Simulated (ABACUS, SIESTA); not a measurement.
Given: the input of a run of ABACUS 3.10.1 on ZrC. 

File INPUT:

```
INPUT_PARAMETERS
suffix              ZrC
calculation         scf
basis_type          pw
pseudo_dir          ./
symmetry            1
dft_functional      pbe
ecutwfc             82
pseudo_rcut         10
nspin               1
nbands              12
ks_solver           dav
smearing_method     fd
smearing_sigma      0.00367493
scf_thr             1e-08
scf_nmax            100
mixing_type         broyden
mixing_beta         0.7
cal_force           1
cal_stress          1
kpar                4
```

Contents of STRU:

```
ATOMIC_SPECIES
Zr 91.2240 Zr.upf
C 12.0110 C.upf

LATTICE_CONSTANT
1.8897261246

LATTICE_VECTORS
0.0000000000 2.3650000000 2.3650000000
2.3650000000 0.0000000000 2.3650000000
2.3650000000 2.3650000000 0.0000000000

ATOMIC_POSITIONS
Direct

Zr
0.0
1
0.5000000000 0.5000000000 0.5000000000 1 1 1

C
0.0
1
0.0000000000 0.0000000000 0.0000000000 1 1 1
```

KPT

```
K_POINTS
0
Gamma
10 10 10 0 0 0
```

Potentials or basis: PseudoDojo NC SR 0.4.1 PBE standard, plane waves.

Command:

```sh
$ OMP_NUM_THREADS=1 mpirun -np 4 abacus > log
```

Q: Translate it to SIESTA 5.4.2. Potentials or basis there: files PseudoDojo sr-pbe-0.4.1-standard, DZP (energy shift 0.003 Ry; two zetas on semicore shells).

A: As run (cutoffs and basis follow the program's own potentials, and thresholds, step limits or extra output files can differ):

Contents of ZrC.fdf:

```
SystemName                      ZrC
SystemLabel                     ZrC
NumberOfSpecies                 2
NumberOfAtoms                   2
%block ChemicalSpeciesLabel
  1  40 Zr
  2   6 C
%endblock ChemicalSpeciesLabel

LatticeConstant                 1.0 Ang
%block LatticeVectors
     0.0000000000     2.3650000000     2.3650000000
     2.3650000000     0.0000000000     2.3650000000
     2.3650000000     2.3650000000     0.0000000000
%endblock LatticeVectors
AtomicCoordinatesFormat         Ang
%block AtomicCoordinatesAndAtomicSpecies
     2.3650000000     2.3650000000     2.3650000000  1
     0.0000000000     0.0000000000     0.0000000000  2
%endblock AtomicCoordinatesAndAtomicSpecies

%block kgrid.MonkhorstPack
   10   0   0  0.0
    0  10   0  0.0
    0   0  10  0.0
%endblock kgrid.MonkhorstPack
XC.Functional                   GGA
XC.Authors                      PBE
PAO.BasisSize                   DZP
PAO.EnergyShift                 0.003 Ry
Mesh.Cutoff                     800 Ry
OccupationFunction              FD
ElectronicTemperature           0.05 eV
MaxSCFIterations                120
SCF.MustConverge                false
SCF.Mixer.Method                Pulay
SCF.Mixer.Weight                0.25
SCF.Mixer.History               8
SCF.DM.Tolerance                5.0e-05
SCF.H.Tolerance                 1.0e-03 eV
WriteForces                     true
Charge.Mulliken                 end
%block PAO.Basis
  Zr 5
  n=4 0 2
    3.497 0.000
  n=5 0 2
    9.041 0.000
  n=4 1 2
    4.057 0.000
  n=5 1 1
    9.041
  n=4 2 2
    7.356 0.000
%endblock PAO.Basis
```

Potentials or basis: PseudoDojo 0.4 standard (PBE files), converted to PSML, two zetas on semicore shells, DZP (energy shift 0.003 Ry; two zetas on semicore shells).

Command:

```bash
$ siesta < ZrC.fdf > ZrC.out 2>&1
```

Both were run:

|  | ABACUS | SIESTA |
| --- | --- | --- |
| Pressure | -2.8 GPa | -0.9 GPa |

Pressure is positive in compression.
